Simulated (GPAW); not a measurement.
Runs of GPAW 26.7.0 on CdSe (Cadmoselite). Symmetry: P6_3mc, No. 186, hexagonal system. The conventional cell has a = 4.300 Å, b = 4.300 Å, c = 7.020 Å, α = 90.00°, β = 90.00°, γ = 120.00°. Cd (site symmetry 3m) has 4 Se at 2.61 to 2.70 Å as nearest neighbours. Around Se (site symmetry 3m) lie 4 Cd at 2.61 to 2.70 Å. 

| task | level | potentials or basis | spin | cell | k mesh | cutoff (eV) | maxiter | band path | band points | spin axis theta (degrees) | spin axis phi (degrees) | gap on the mesh (eV) | pressure (GPa) | largest force (eV/Å) |
| --- | --- | --- | --- | --- | --- | --- | --- | --- | --- | --- | --- | --- | --- | --- |
| single point | PBEsol | PAW data sets generated in the run's folder for this functional, pw | off | as given | 7 × 7 × 4 | 600 | 150 | - | - | - | - | 0.57 | 0.0 | (c) |
| band structure | C09-vdW | GPAW PAW data sets (gpaw-data 1.2.1), pw | SOC, no magnetisation | as given | 5 × 5 × 3 | 600 | 150 | GMKGALHA,LM,KH | 80 | 54.7 | 45 | 0.46 | - | (b) |
| band structure | AM05 | PAW data sets generated in the run's folder for this functional, pw | SOC, no magnetisation | as given | 5 × 5 × 3 | 600 | 150 | GMKGALHA,LM,KH | 60 | 90 | 0 | 0.55 | 0.5 | 0.26 |
| single point | LDA | the program's PAW data sets (release 1.2.1) made for this functional, pw | off | as given | 6 × 6 × 3 | 450 | 120 | - | - | - | - | 0.42 | (a) | 0.25 |
| relaxation of cell and atoms | BLYP+D3 | PAW data sets generated in the run's folder for this functional, pw | off | relaxed | 5 × 5 × 3 | 600 | 150 | - | - | - | - | 0.55 | 0.0 | 0.01 |

Alike in all rows: smearing fermi-dirac 0.05 eV.

**Question.** Fill in the values left out.

**Answer.** (a) -2.8; (b) 0.29; (c) 0.27.

Caveats: spin-orbit coupling was added after a scalar SCF, so levels and gaps hold it while energy, forces, pressure and moments don't (some runs); this program's spin-orbit splittings come out too wide for heavy elements (some runs); the PAW data sets were made with another functional, which shifts forces and pressure a little (some runs); the cutoff is short for stress and forces, so pressures can be off by a GPa or more (some runs); later steps reuse the first step's grids (some runs).

A k mesh can miss the band edges, and rows without SOC leave out spin-orbit coupling on Cd, Se.

Runs at the PBE level aren't shown here.
